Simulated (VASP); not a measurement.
# Al (Fm-3m) in VASP: density of states with PBE

Aim: the density of states of Al with PBE.

Everything below comes from runs of VASP 6.6.1. Logs are shortened: lines on timing, memory, paths and dates and some standing lists are left out, and cuts for length are marked.

## (1) The structure

Symmetry: Fm-3m, No. 225, cubic system. The conventional cell has a = 4.041 Å, b = 4.041 Å, c = 4.041 Å, α = 90.00°, β = 90.00°, γ = 90.00°. Al (site symmetry m-3m) is surrounded by 12 Al at 2.86 Å.

## (2) Density of states, PBE

POSCAR reads:

```
Al                                      
1.0
    0.0000000000      2.0203408486      2.0203408486
    2.0203408486      0.0000000000      2.0203408486
    2.0203408486      2.0203408486      0.0000000000
  Al            
     1
Direct
     0.0000000000000000    0.0000000000000000    0.0000000000000000
```

INCAR.step1 reads:

```
SYSTEM = Al
PREC = Accurate
ENCUT = 700
EDIFF = 1E-7
ISMEAR = 0
SIGMA = 0.1
LREAL = .False.
LASPH = .True.
NELM = 100
ALGO = Normal
ISIF = 2
LWAVE = .False.
LCHARG = .True.
GGA = PE
NBANDS = 8
```

KPOINTS.step1 reads:

```
Automatic mesh
0
Gamma
  18 18 18
  0 0 0
```

INCAR.step2 reads:

```
SYSTEM = Al
PREC = Accurate
ENCUT = 700
EDIFF = 1E-7
ISMEAR = -5
SIGMA = 0.1
LREAL = .False.
LASPH = .True.
NELM = 100
ALGO = Normal
ISIF = 2
LWAVE = .False.
LCHARG = .False.
GGA = PE
LORBIT = 11
NBANDS = 8
NEDOS = 1001
ICHARG = 11
```

KPOINTS.step2 reads:

```
Automatic mesh
0
Gamma
  27 27 27
  0 0 0
```

Potentials or basis: VASP PAW PBE potentials, release 64 (Al).

Run with:

```
$ cat potpaw_PBE.64/Al/POTCAR > POTCAR
$ cp INCAR.step1 INCAR
$ cp KPOINTS.step1 KPOINTS
$ mpirun -np 1 vasp_std > vasp.out
$ cp INCAR.step2 INCAR
$ cp KPOINTS.step2 KPOINTS
$ mpirun -np 1 vasp_std > vasp.out
```

OUTCAR:

```text
SYSTEM = Al
   PREC = Accurate
   ENCUT = 700
   EDIFF = 1E-7
   ISMEAR = -5
   LREAL = .False.
   LASPH = .True.
   NELM = 100
   ISIF = 2
   GGA = PE
   LORBIT = 11
   ICHARG = 11

 ion  position               nearest neighbor table
   1  0.000  0.000  0.000-

  LATTYP: Found a face centered cubic cell.
 ALAT       =     4.0406816972

  Lattice vectors:

 A1 = (   0.0000000000,   2.0203408486,   2.0203408486)
 A2 = (   2.0203408486,   0.0000000000,   2.0203408486)
 A3 = (   2.0203408486,   2.0203408486,   0.0000000000)

Analysis of symmetry for initial positions (statically):
=====================================================================
 Subroutine PRICEL returns:
 Original cell was already a primitive cell.

 Routine SETGRP: Setting up the symmetry group for a
 face centered cubic supercell.

 Subroutine GETGRP returns: Found 48 space group operations
 (whereof 48 operations were pure point group operations)
 out of a pool of 48 trial point group operations.

The static configuration has the point symmetry O_h .

Analysis of symmetry for dynamics (positions and initial velocities):
=====================================================================
 Subroutine PRICEL returns:
 Original cell was already a primitive cell.

 Routine SETGRP: Setting up the symmetry group for a
 face centered cubic supercell.

 Subroutine GETGRP returns: Found 48 space group operations
 (whereof 48 operations were pure point group operations)
 out of a pool of 48 trial point group operations.

The dynamic configuration has the point symmetry O_h .

 Subroutine INISYM returns: Found 48 space group operations
 (whereof 48 operations are pure point group operations),
 and found     1 'primitive' translations

----------------------------------------------------------------------------------------

                                     Primitive cell

  volume of cell :      16.4932

  direct lattice vectors                    reciprocal lattice vectors
     0.000000000  2.020340849  2.020340849    -0.247482993  0.247482993  0.247482993
     2.020340849  0.000000000  2.020340849     0.247482993 -0.247482993  0.247482993
     2.020340849  2.020340849  0.000000000     0.247482993  0.247482993 -0.247482993

  length of vectors
     2.857193429  2.857193429  2.857193429     0.428653118  0.428653118  0.428653118

  position of ions in fractional coordinates (direct lattice)
     0.000000000  0.000000000  0.000000000

  ion indices of the primitive-cell ions
   primitive index   ion index
                 1           1

----------------------------------------------------------------------------------------

 KPOINTS: Automatic mesh

Automatic generation of k-mesh.
 Grid dimensions read from file:
 generate k-points for:   27   27   27

 Generating k-lattice:

  Cartesian coordinates                     Fractional coordinates (reciprocal lattice)
    -0.009166037  0.009166037  0.009166037     0.037037037  0.000000000  0.000000000
     0.009166037 -0.009166037  0.009166037     0.000000000  0.037037037  0.000000000
     0.009166037  0.009166037 -0.009166037     0.000000000  0.000000000  0.037037037

  Length of vectors
     0.015876041  0.015876041  0.015876041

  Shift w.r.t. Gamma in fractional coordinates (k-lattice)
     0.000000000  0.000000000  0.000000000

 TETIRR: Found   2653 inequivalent tetrahedra from   118098

 Subroutine IBZKPT returns following result:
 ===========================================

 Found    560 irreducible k-points:

 Following reciprocal coordinates:
            Coordinates               Weight
  0.000000  0.000000  0.000000      1.000000
  0.037037  0.000000  0.000000      8.000000
  0.074074  0.000000  0.000000      8.000000
  0.111111  0.000000  0.000000      8.000000
  0.148148  0.000000  0.000000      8.000000
  0.185185  0.000000  0.000000      8.000000
[... 16 lines left out ...]
  0.333333  0.037037  0.000000     24.000000
  0.370370  0.037037  0.000000     24.000000
 [... further k-points ...]
   k-points           NKPTS =    560   k-points in BZ     NKDIM =    560   number of bands    NBANDS=      8
   number of dos      NEDOS =   1001   number of ions     NIONS =      1
   total plane-waves  NPLWV =  21952
   dimension x,y,z NGX =    28 NGY =   28 NGZ =   28
   dimension x,y,z NGXF=    56 NGYF=   56 NGZF=   56
   ions per type =               1
   NGX,Y,Z   is equivalent  to a cutoff of  16.29, 16.29, 16.29 a.u.
   NGXF,Y,Z  is equivalent  to a cutoff of  32.58, 32.58, 32.58 a.u.
 SYSTEM =  Al
   PREC   = accura    normal or accurate (medium, high low for compatibility)
   ISTART =      0    job   : 0-new  1-cont  2-samecut
   ICHARG =     11    charge: 1-file 2-atom 10-const
   ISPIN  =      1    spin polarized calculation?
   LNONCOLLINEAR =      F non collinear calculations
   LSORBIT =      F    spin-orbit coupling
   LASPH  =      T    aspherical Exc in radial PAW
   ENCUT  =  700.0 eV  51.45 Ry    7.17 a.u.   6.16  6.16  6.16*2*pi/ulx,y,z
   NELM   =    100;   NELMIN=  2; NELMDL=  0     # of ELM steps
   EDIFF  = 0.1E-06   stopping-criterion for ELM
   LREAL  =      F    real-space projection
   EDIFFG = 0.1E-05   stopping-criterion for IOM
   NSW    =      0    number of steps for IOM
   IBRION =     -1    ionic relax: 0-MD 1-quasi-New 2-CG
   NFREE  =      0    steps in history (QN), initial steepest desc. (CG)
   ISIF   =      2    stress and relaxation
   ISYM   =      2    0-nonsym 1-usesym 2-fastsym
   POTIM  = 0.5000    time-step for ionic-motion
   TEBEG  =    0.0;   TEEND  =   0.0 temperature during run
   PSTRESS=    0.0 pullay stress
   NELECT =       3.0000    total number of electrons
   NUPDOWN=      -1.0000    fix difference up-down
   EMIN   =  10.00;   EMAX   =-10.00  energy-range for DOS
   EFERMI =   0.00;   METHOD = LEGACY
   ISMEAR =    -5;   SIGMA  =   0.10  broadening in eV -4-tet -1-fermi 0-gaus
   EFERMI_NEDOS =   21; number of points for ismear=-14 and -15
   IALGO  =     38    algorithm
   IMIX   =      4    mixing-type and parameters
     AMIX     =   0.40;   BMIX     =  1.00
     AMIX_MAG =   1.60;   BMIX_MAG =  1.00
  volume/ion in A,a.u.               =      16.49       111.30
  Fermi-wavevector in a.u.,A,eV,Ry     =   0.927571  1.752855 11.706295  0.860388
  Thomas-Fermi vector in A             =   2.053655
   LORBIT       =     11    0 simple, 1 ext, 2 COOP (PROOUT), +10 PAW based schemes
   GGA     = PE    functional components
   LHFCALC =     F    Hartree Fock is set to
   AEXX    =    0.0000 exact exchange contribution
   IVDW    =     0    specifies the selected vdW correction
   LEPSILON=     F    determine dielectric tensor
   LRPA    =     F    only Hartree local field effects (RPA)
 non-spin polarized calculation
 Fermi weights with tetrahedron method with Bloechl corrections
  energy-cutoff  :      700.00
  volume of cell :       16.49
 maximum number of plane-waves:       712
 NGX is ok and might be reduce to    28

 number of electron       3.0000000 magnetization

 Free energy of the ion-electron system (eV)
  ---------------------------------------------------
  ext. energy  EPLUGINS =         0.00000000
  ---------------------------------------------------
  free energy    TOTEN  =        -3.74656574 eV

  energy without entropy =       -3.74656574  energy(sigma->0) =       -3.74656574

 E-fermi :   8.0249     XC(G=0): -10.1981

 val. band max:        8.0099098984   @ k =  -0.4444   0.3333   0.1111
 cond. band min:       7.9540371012   @ k =  -0.2963   0.4815   0.1852
 fundamental gap:     -0.0558727972
 Fermi energy:         8.0248937168

 k-point     1 :       0.0000    0.0000    0.0000
  band No.  band energies     occupation
      1      -3.1329      2.00000
      2      20.6258      0.00000
      3      20.6258      0.00000
      4      20.6258      0.00000
      5      22.1209      0.00000
      6      22.1209      0.00000
      7      22.1209      0.00000
      8      24.4732      0.00000

 k-point     2 :       0.0370    0.0000    0.0000
  band No.  band energies     occupation
      1      -3.0956      2.00000
      2      19.7915      0.00000
      3      20.4680      0.00000
      4      20.4680      0.00000
      5      22.3372      0.00000
      6      22.3372      0.00000
      7      22.5276      0.00000
      8      24.8739      0.00000

 k-point     3 :       0.0741    0.0000    0.0000
  band No.  band energies     occupation
      1      -2.9837      2.00000
      2      18.3815      0.00000
      3      20.1441      0.00000
      4      20.1441      0.00000
      5      22.7698      0.00000
      6      22.8326      0.00000
      7      22.8326      0.00000
      8      25.9643      0.00000

 k-point     4 :       0.1111    0.0000    0.0000
  band No.  band energies     occupation
      1      -2.7975      2.00000
      2      16.8853      0.00000
      3      19.8026      0.00000
      4      19.8026      0.00000
      5      22.7582      0.00000
      6      23.4367      0.00000
      7      23.4367      0.00000
      8      25.9257      0.00000

 k-point     5 :       0.1481    0.0000    0.0000
  band No.  band energies     occupation
      1      -2.5371      2.00000
      2      15.3876      0.00000
      3      19.4937      0.00000
      4      19.4937      0.00000
      5      22.6567      0.00000
      6      23.9748      0.00000
      7      23.9748      0.00000
      8      25.3405      0.00000
[... 177 lines left out ...]
 k-point    22 :       0.2963    0.0370    0.0000
  band No.  band energies     occupation
      1      -0.9237      2.00000
      2      10.2394      0.00000
      3      18.0835      0.00000
      4      19.1884      0.00000
      5      21.1725      0.00000
      6      22.7706      0.00000
      7      22.9489      0.00000
      8      26.2717      0.00000

 k-point    23 :       0.3333    0.0370    0.0000
  band No.  band energies     occupation
      1      -0.3249      2.00000
      2       8.9476     -0.07055
      3      18.0373      0.00000
      4      19.1492      0.00000
      5      20.5550      0.00000
      6      22.3489      0.00000
      7      22.7722      0.00000
      8      25.7919      0.00000

 k-point    24 :       0.3704    0.0370    0.0000
  band No.  band energies     occupation
      1       0.3443      2.00000
      2       7.7135      1.63107
      3      18.0536      0.00000
      4      19.1713      0.00000
      5      19.9936      0.00000
      6      21.8004      0.00000
      7      22.8314      0.00000
      8      25.2345      0.00000

 [... further k-points ...]
[... 5 lines left out ...]
  --------------------------------------------------------------------------------------
  -------------------------------------------------------------------------------------
  Total       -0.0207113     -0.0207113     -0.0207113      0.0000000      0.0000000      0.0000000
  in kB       -2.0119332     -2.0119332     -2.0119332      0.0000000      0.0000000      0.0000000
  external PRESSURE =      -2.0119332 kB  Pullay stress =       0.0000000 kB

 VOLUME and BASIS-vectors are now :
 -----------------------------------------------------------------------------
  energy-cutoff  :      700.00
  volume of cell :       16.49
      direct lattice vectors                 reciprocal lattice vectors
     0.000000000  2.020340849  2.020340849    -0.247482993  0.247482993  0.247482993
     2.020340849  0.000000000  2.020340849     0.247482993 -0.247482993  0.247482993
     2.020340849  2.020340849  0.000000000     0.247482993  0.247482993 -0.247482993

 POSITION                                       TOTAL-FORCE (eV/Angst)
 -----------------------------------------------------------------------------------
      0.00000      0.00000      0.00000         0.000000      0.000000     -0.000000
 -----------------------------------------------------------------------------------
    total drift:                                0.000000     -0.000000     -0.000000

  FREE ENERGIE OF THE ION-ELECTRON SYSTEM (eV)
  ---------------------------------------------------
  free  energy   TOTEN  =        -3.7465657429 eV

  energy  without entropy=       -3.7465657429  energy(sigma->0) =       -3.74656574

 total charge

# of ion       s       p       d       tot
------------------------------------------
    1        0.427   0.339   0.000   0.767
```

It took 54 s on 1 thread of Intel Xeon Platinum 8488C (Sapphire Rapids), shared host; peak memory 0.22 GiB.

Results:

| Quantity | Value |
| --- | --- |
| Valence electrons inside the program's atomic spheres | Al 0.77 |

States per cell in windows of 0.5 eV (zero at the Fermi level; states under -8 eV left out):
```csv
from (eV),total,Al1_p,Al1_s,Al1_d
-8.0,0.11,0.01,0.02,0.00
-7.5,0.12,0.01,0.02,0.00
-7.0,0.13,0.01,0.02,0.00
-6.5,0.13,0.01,0.02,0.00
-6.0,0.14,0.01,0.02,0.00
-5.5,0.15,0.02,0.02,0.00
-5.0,0.16,0.02,0.02,0.00
-4.5,0.16,0.02,0.02,0.00
-4.0,0.17,0.02,0.02,0.00
-3.5,0.18,0.03,0.02,0.00
-3.0,0.19,0.03,0.02,0.00
-2.5,0.18,0.03,0.02,0.00
-2.0,0.17,0.03,0.02,0.00
-1.5,0.19,0.03,0.02,0.00
-1.0,0.20,0.03,0.02,0.00
-0.5,0.19,0.03,0.02,0.00
0.0,0.21,0.03,0.02,0.00
0.5,0.21,0.03,0.02,0.00
1.0,0.21,0.03,0.02,0.00
1.5,0.22,0.03,0.02,0.00
2.0,0.23,0.03,0.02,0.00
2.5,0.23,0.03,0.02,0.00
3.0,0.22,0.03,0.02,0.00
3.5,0.24,0.04,0.02,0.00
4.0,0.25,0.04,0.02,0.00
4.5,0.26,0.05,0.02,0.00
5.0,0.28,0.05,0.02,0.00
5.5,0.30,0.06,0.02,0.00
6.0,0.28,0.06,0.02,0.00
6.5,0.27,0.06,0.01,0.00
7.0,0.27,0.06,0.01,0.00
7.5,0.27,0.05,0.01,0.00
```

Caveat: tetrahedron occupations give inexact forces and stress in metals.
